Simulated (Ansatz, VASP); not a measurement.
## Cross-check of CdSe (Cadmoselite) between VASP and Ansatz

Aim: how closely do two programs agree when they are given the same cell, functional and k mesh?

Calculated with Ansatz 0.2.0; plane waves, with VASP 6.6.1 beside it; relaxation of cell and atoms at r2SCAN with rVV10.

The database entry behind the starting cell differs from later determinations by our own check (inner coordinate of an old entry), so it need not match the best structure at ambient conditions.

**1. Starting point**

The structure is hexagonal, space group P6_3mc (No. 186). Conventional cell: a = 4.300 Å, b = 4.300 Å, c = 7.020 Å, α = 90.00°, β = 90.00°, γ = 120.00°. Nearest to Cd lie 4 Se at 2.61 to 2.70 Å. Nearest to Se lie 4 Cd at 2.61 to 2.70 Å. Farther neighbours and most contacts between anions are not listed.

As a file:

```cif
data_structure
_symmetry_space_group_name_H-M 'P 1'
_symmetry_Int_Tables_number 1
_cell_length_a 4.3000
_cell_length_b 4.3000
_cell_length_c 7.0200
_cell_angle_alpha 90.000
_cell_angle_beta 90.000
_cell_angle_gamma 120.000
_cell_volume 112.41
loop_
_atom_site_label
_atom_site_type_symbol
_atom_site_fract_x
_atom_site_fract_y
_atom_site_fract_z
_atom_site_occupancy
Cd1 Cd 0.33333 0.66667 0.00000 1
Cd2 Cd 0.66667 0.33333 0.50000 1
Se3 Se 0.33333 0.66667 0.38500 1
Se4 Se 0.66667 0.33333 0.88500 1
```

**2. VASP: relaxation of cell and atoms, r2SCAN with rVV10**

The relaxed volume is the usual yardstick between codes: its relative difference is about their pressure difference at one cell divided by the bulk modulus.

Lines of VASP's logs that name or quote its potential files are left out, and so is its time.

The input, INCAR:

```
SYSTEM = CdSe
PREC = Accurate
ENCUT = 520
EDIFF = 1E-06
NELM = 100
ISMEAR = -1
SIGMA = 0.05
LREAL = .FALSE.
ALGO = Normal
METAGGA = R2SCAN
LUSE_VDW = .TRUE.
IVDW_NL = 2
BPARAM = 11.95
CPARAM = 0.0093
LASPH = .TRUE.
NBANDS = 24
LORBIT = 11
LWAVE = .FALSE.
LCHARG = .FALSE.
KPAR = 4
IBRION = 2
NSW = 60
ISIF = 3
EDIFFG = -0.01
```

The input, POSCAR:

```
CdSe
1.0
    4.3000000000      0.0000000000      0.0000000000
   -2.1500000000      3.7239092363      0.0000000000
    0.0000000000      0.0000000000      7.0200000000
Cd Se
2 2
Direct
    0.3333333333      0.6666666667      0.0000000000
    0.6666666667      0.3333333333      0.5000000000
    0.3333333333      0.6666666667      0.3850000000
    0.6666666667      0.3333333333      0.8850000000
```

The input, KPOINTS:

```
Automatic mesh
0
Gamma
6 6 3
0 0 0
```

Potentials, in the order of the species: Cd and Se (PBE family, release 64).

Run with:

```console
$ mpirun -np 4 vasp_std
```

Numbers of over 12 decimals in the logs are rounded to 6 here.

Output:

```text
[banner, memory and clock lines left out]
running    4 mpi-ranks, on    1 nodes
 distrk:  each k-point on    1 cores,    4 groups
 distr:  one band on    1 cores,    1 groups

 POSCAR found type information on POSCAR CdSe
 POSCAR found :  2 types and       4 ions
|                                                                             |
|               ----> ADVICE to this user running VASP <----                  |
|                                                                             |
|     You have switched on vdW-DFT.                                           |
|     This routine was written and supplied by Jiri Klimes. We recommend      |
|     that you carefully read and cite the following publications:            |
|       J. Klimes, D.R. Bowler, A. Michelides                                 |
|          J. Phys.: Cond Matt. 22 022201 (2010)                              |
|       J. Klimes, D.R. Bowler, A. Michelides                                 |
|          Phys. Rev. B. 83, 195131 (2011)                                    |
|     and references therein.                                                 |
|                                                                             |

|                                                                             |
|               ----> ADVICE to this user running VASP <----                  |
|                                                                             |
|     You enforced a specific xc type in the INCAR file but a different       |
|     [... a line on the potential file left out ...]
|     I HOPE YOU KNOW WHAT YOU ARE DOING!                                     |
|                                                                             |

 LDA part: xc-table for (None), standard interpolation
 POSCAR, INCAR and KPOINTS ok, starting setup
 FFT: planning ... GRIDC
 FFT: planning ... GRID_SOFT
 FFT: planning ... GRID
 WAVECAR not read
 entering main loop
       N       E                     dE             d eps       ncg     rms          rms(c)
Total rVV10 correction in eV:      1.1393182    44.2282166
Total rVV10 correction in eV:      1.1393182    44.2282166
Total rVV10 correction in eV:      1.1393182    44.2282166
Total rVV10 correction in eV:      1.1393182    44.2282166
DAV:   1     0.175754964588E+03    0.17575E+03   -0.17644E+04   672   0.138E+03
DAV:   2    -0.680996080253E+02   -0.24385E+03   -0.23623E+03   752   0.330E+02
DAV:   3    -0.802690888755E+02   -0.12169E+02   -0.12125E+02   856   0.761E+01
DAV:   4    -0.803547090569E+02   -0.85620E-01   -0.85610E-01   696   0.622E+00
DAV:   5    -0.803553690023E+02   -0.65995E-03   -0.65985E-03   872   0.496E-01    0.848E+00
Total rVV10 correction in eV:      1.1485193    44.2282164
Total rVV10 correction in eV:      1.1485193    44.2282164
Total rVV10 correction in eV:      1.1485193    44.2282164
Total rVV10 correction in eV:      1.1485193    44.2282164
DAV:   6    -0.706392012251E+02    0.97162E+01   -0.71821E+00   680   0.322E+01    0.107E+01
Total rVV10 correction in eV:      1.1535119    44.2282164
Total rVV10 correction in eV:      1.1535119    44.2282164
Total rVV10 correction in eV:      1.1535119    44.2282164
Total rVV10 correction in eV:      1.1535119    44.2282164
DAV:   7    -0.705966795916E+02    0.42522E-01   -0.49605E-01   808   0.590E+00    0.794E+00
Total rVV10 correction in eV:      1.1673531    44.2282164
Total rVV10 correction in eV:      1.1673531    44.2282164
Total rVV10 correction in eV:      1.1673531    44.2282164
Total rVV10 correction in eV:      1.1673531    44.2282164
DAV:   8    -0.706102329455E+02   -0.13553E-01   -0.24208E-01   704   0.507E+00    0.167E+00
Total rVV10 correction in eV:      1.1740085    44.2282164
Total rVV10 correction in eV:      1.1740085    44.2282164
Total rVV10 correction in eV:      1.1740085    44.2282164
Total rVV10 correction in eV:      1.1740085    44.2282164
DAV:   9    -0.706136422878E+02   -0.34093E-02   -0.38900E-02   800   0.132E+00    0.278E-01
Total rVV10 correction in eV:      1.1739890    44.2282164
Total rVV10 correction in eV:      1.1739890    44.2282164
Total rVV10 correction in eV:      1.1739890    44.2282164
Total rVV10 correction in eV:      1.1739890    44.2282164
DAV:  10    -0.706133188629E+02    0.32342E-03   -0.31937E-03   720   0.447E-01    0.155E-01
Total rVV10 correction in eV:      1.1736879    44.2282164
Total rVV10 correction in eV:      1.1736879    44.2282164
Total rVV10 correction in eV:      1.1736879    44.2282164
Total rVV10 correction in eV:      1.1736879    44.2282164
DAV:  11    -0.706132874366E+02    0.31426E-04   -0.19680E-03   712   0.446E-01    0.702E-02
Total rVV10 correction in eV:      1.1736154    44.2282164
[...]
DAV:   2    -0.706373375646E+02    0.45967E-03   -0.24872E-03   800   0.514E-01    0.702E-02
Total rVV10 correction in eV:      1.1821762    44.2282160
Total rVV10 correction in eV:      1.1821762    44.2282160
Total rVV10 correction in eV:      1.1821762    44.2282160
Total rVV10 correction in eV:      1.1821762    44.2282160
DAV:   3    -0.706372915306E+02    0.46034E-04   -0.15042E-04   680   0.107E-01    0.618E-02
Total rVV10 correction in eV:      1.1820494    44.2282160
Total rVV10 correction in eV:      1.1820494    44.2282160
Total rVV10 correction in eV:      1.1820494    44.2282160
Total rVV10 correction in eV:      1.1820494    44.2282160
DAV:   4    -0.706372856384E+02    0.58922E-05   -0.27563E-05   784   0.313E-02    0.887E-03
Total rVV10 correction in eV:      1.1820394    44.2282160
Total rVV10 correction in eV:      1.1820394    44.2282160
Total rVV10 correction in eV:      1.1820394    44.2282160
Total rVV10 correction in eV:      1.1820394    44.2282160
DAV:   5    -0.706372858023E+02   -0.16389E-06   -0.23580E-06   536   0.159E-02
Total rVV10 correction in eV:      1.1820288    44.2282160
Total rVV10 correction in eV:      1.1820288    44.2282160
Total rVV10 correction in eV:      1.1820288    44.2282160
Total rVV10 correction in eV:      1.1820288    44.2282160
Total rVV10 correction in eV:      1.1820333    44.2282160
Total rVV10 correction in eV:      1.1820333    44.2282160
Total rVV10 correction in eV:      1.1820333    44.2282160
Total rVV10 correction in eV:      1.1820333    44.2282160
   5 F= -.70637286E+02 E0= -.70637285E+02  d E =-.170449E-02
[...]
6 F= -.70638306E+02 E0= -.70638306E+02  d E =-.102058E-02
[...]
7 F= -.70639806E+02 E0= -.70639806E+02  d E =-.252024E-02
 curvature:  -3.54 expect dE=-0.206E-03 dE for cont linesearch -0.316E-04
 ZBRENT: extrapolating
 opt :   4.5315  next Energy=   -70.639834 (dE=-0.255E-02)
 bond charge predicted
       N       E                     dE             d eps       ncg     rms          rms(c)
Total rVV10 correction in eV:      1.1823221    44.2282153
Total rVV10 correction in eV:      1.1823221    44.2282153
Total rVV10 correction in eV:      1.1823221    44.2282153
Total rVV10 correction in eV:      1.1823221    44.2282153
DAV:   1    -0.706400512946E+02   -0.24557E-03   -0.70811E-02   680   0.166E+00    0.101E-01
Total rVV10 correction in eV:      1.1823431    44.2282152
Total rVV10 correction in eV:      1.1823431    44.2282152
Total rVV10 correction in eV:      1.1823431    44.2282152
Total rVV10 correction in eV:      1.1823431    44.2282152
DAV:   2    -0.706399264742E+02    0.12482E-03   -0.74199E-04   768   0.230E-01    0.566E-02
Total rVV10 correction in eV:      1.1823539    44.2282152
Total rVV10 correction in eV:      1.1823539    44.2282152
Total rVV10 correction in eV:      1.1823539    44.2282152
Total rVV10 correction in eV:      1.1823539    44.2282152
DAV:   3    -0.706398312820E+02    0.95192E-04   -0.17704E-04   832   0.102E-01    0.203E-02
Total rVV10 correction in eV:      1.1823509    44.2282152
Total rVV10 correction in eV:      1.1823509    44.2282152
Total rVV10 correction in eV:      1.1823509    44.2282152
Total rVV10 correction in eV:      1.1823509    44.2282152
DAV:   4    -0.706398301120E+02    0.11700E-05   -0.27147E-05   760   0.405E-02    0.120E-02
Total rVV10 correction in eV:      1.1823469    44.2282152
Total rVV10 correction in eV:      1.1823469    44.2282152
Total rVV10 correction in eV:      1.1823469    44.2282152
Total rVV10 correction in eV:      1.1823469    44.2282152
DAV:   5    -0.706398299314E+02    0.18060E-06   -0.85879E-07   448   0.635E-03
Total rVV10 correction in eV:      1.1823398    44.2282152
Total rVV10 correction in eV:      1.1823398    44.2282152
Total rVV10 correction in eV:      1.1823398    44.2282152
Total rVV10 correction in eV:      1.1823398    44.2282152
Total rVV10 correction in eV:      1.1823432    44.2282152
Total rVV10 correction in eV:      1.1823432    44.2282152
Total rVV10 correction in eV:      1.1823432    44.2282152
Total rVV10 correction in eV:      1.1823432    44.2282152
   8 F= -.70639830E+02 E0= -.70639829E+02  d E =-.254413E-02
 curvature:  -3.09 expect dE=-0.133E-03 dE for cont linesearch -0.131E-06
 trial: gam=-0.00439 g(F)=  0.187E-05 g(S)=  0.411E-04 ort = 0.825E-05 (trialstep = 0.172E+01)
 search vector abs. value=  0.429E-04
 reached required accuracy - stopping structural energy minimisation
```

OUTCAR, selected parts (step 2):

```text
ion  position               nearest neighbor table
   1  0.333  0.667  0.000-   4 2.61   4 2.61   4 2.61   3 2.70
   2  0.667  0.333  0.500-   3 2.61   3 2.61   3 2.61   4 2.70
   3  0.333  0.667  0.385-   2 2.61   2 2.61   2 2.61   1 2.70
   4  0.667  0.333  0.885-   1 2.61   1 2.61   1 2.61   2 2.70

  LATTYP: Found a hexagonal cell.
 ALAT       =     4.3000000000
 C/A-ratio  =     1.6325581395

 Subroutine GETGRP returns: Found 12 space group operations
 (whereof  6 operations were pure point group operations)

The static configuration has the point symmetry C_3v.
 The point group associated with its full space group is C_6v.

 Found     14 irreducible k-points:

   k-points           NKPTS =     14   k-points in BZ     NKDIM =     14   number of bands    NBANDS=     24

   dimension x,y,z NGX =    32 NGY =   32 NGZ =   54
   dimension x,y,z NGXF=    64 NGYF=   64 NGZF=  108

   ENCUT  =  520.0 eV  38.22 Ry    6.18 a.u.   8.00  8.00 13.05*2*pi/ulx,y,z

   NELECT =      36.0000    total number of electrons

 k-points in reciprocal lattice and weights: Automatic mesh
   0.00000000  0.00000000  0.00000000       0.009
   0.16666667 -0.00000000  0.00000000       0.056
   0.33333333 -0.00000000  0.00000000       0.056
   0.50000000 -0.00000000  0.00000000       0.028
   0.16666667  0.16666667  0.00000000       0.056
   0.33333333  0.16666667  0.00000000       0.111
   0.33333333  0.33333333  0.00000000       0.019
   0.00000000  0.00000000  0.33333333       0.019
   0.16666667 -0.00000000  0.33333333       0.111
[...]
0.33333333  0.16666667  0.33333333       0.222
   0.33333333  0.33333333  0.33333333       0.037

 average (electrostatic) potential at core
       1 -45.6382       2 -45.6382       3 -60.9887       4 -60.9887

 E-fermi :   1.0624

 k-point     1 :       0.0000    0.0000    0.0000
  band No.  band energies     occupation
    ...
     14      -0.2446      2.00000
     15      -0.2446      2.00000
     16       0.4586      1.99999
     17       0.5079      1.99997
     18       0.5079      1.99997
     19       1.5686      0.00008
     20       3.1259      0.00000
     21       6.8587      0.00000
     22       6.8587      0.00000
     23       7.1533      0.00000
    ...

 k-point     2 :       0.1667   -0.0000    0.0000
  band No.  band energies     occupation
    ...
     14      -1.2621      2.00000
     15      -0.8164      2.00000
     16      -0.5624      2.00000
     17       0.2557      2.00000
     18       0.3185      2.00000
     19       2.8277      0.00000
     20       4.0642      0.00000
     21       6.1327      0.00000
     22       7.1949      0.00000
     23       7.2350      0.00000
    ...

 k-point     3 :       0.3333   -0.0000    0.0000
  band No.  band energies     occupation
    ...
     14      -2.5092      2.00000
     15      -2.1073      2.00000
     16      -1.0984      2.00000
     17      -0.3310      2.00000
     18      -0.0579      2.00000
     19       3.8810      0.00000
     20       4.3067      0.00000
     21       5.8480      0.00000
     22       6.7137      0.00000
     23       7.4704      0.00000
    ...

  Total        0.0384325      0.0384325      0.0212371      0.0000000     -0.0000000      0.0000000
  in kB        0.5384176      0.5384176      0.2975206      0.0000000     -0.0000000      0.0000000
  external PRESSURE =       0.4581186 kB  Pullay stress =       0.0000000 kB

  energy-cutoff  :      520.00
  volume of cell :      114.36
      direct lattice vectors                 reciprocal lattice vectors
     4.324858104 -0.000000000  0.000000000     0.231221459  0.133495771  0.000000000
    -2.162429052  3.745436986 -0.000000000    -0.000000000  0.266991543  0.000000000
    -0.000000000 -0.000000000  7.060168831    -0.000000000  0.000000000  0.141639672

 POSITION                                       TOTAL-FORCE (eV/Angst)
 -----------------------------------------------------------------------------------
     -0.00000      2.49696      0.03294        -0.000000     -0.000000      0.003111
      2.16243      1.24848      3.56302        -0.000000     -0.000000      0.003111
     -0.00000      2.49696      2.68523         0.000000      0.000000     -0.003111
      2.16243      1.24848      6.21531         0.000000      0.000000     -0.003111
 -----------------------------------------------------------------------------------
    total drift:                               -0.000000      0.000000      0.001067

  FREE ENERGIE OF THE ION-ELECTRON SYSTEM (eV)
  ---------------------------------------------------
  free  energy   TOTEN  =       -70.6398299314 eV

  energy  without entropy=      -70.6398290507  energy(sigma->0) =      -70.63982949

 reached required accuracy - stopping structural energy minimisation

 total charge
# of ion       s       p       d       tot
------------------------------------------
    1        0.417   0.298   9.570  10.285
    2        0.417   0.298   9.570  10.285
    3        1.437   2.440   0.021   3.899
    4        1.437   2.440   0.021   3.899
--------------------------------------------------
tot          3.709   5.477  19.182  28.368

[... 3 further parts left out ...]
```

CONTCAR:

```
CdSe
   1.00000000000000
     4.3248581039323097   -0.0000000000000000    0.0000000000000000
    -2.1624290519661549    3.7454369857957444   -0.0000000000000000
    -0.0000000000000000   -0.0000000000000000    7.0601688307096540
  Cd              Se
     2     2
Direct
     0.3333333332999970    0.6666666667000030    0.0046650701618184
     0.6666666667000030    0.3333333332999970    0.5046650701618184
     0.3333333332999970    0.6666666667000030    0.3803349298381795
     0.6666666667000030    0.3333333332999970    0.8803349298381796
```

(Part 1 of 2 ends here.)

[Lines on the potential files, build, host, timing and source positions are cut from VASP's logs without a mark.]

[Logs are printed without paths, hosts, clocks, repeated set-up lines and the standing remarks that a program may print on its own settings, such as how far it seeks lower states.]

[Hosts, paths, dates, database ids (printed as entryN), source tags and the programs' standing remarks are cut or masked in the printed files.]
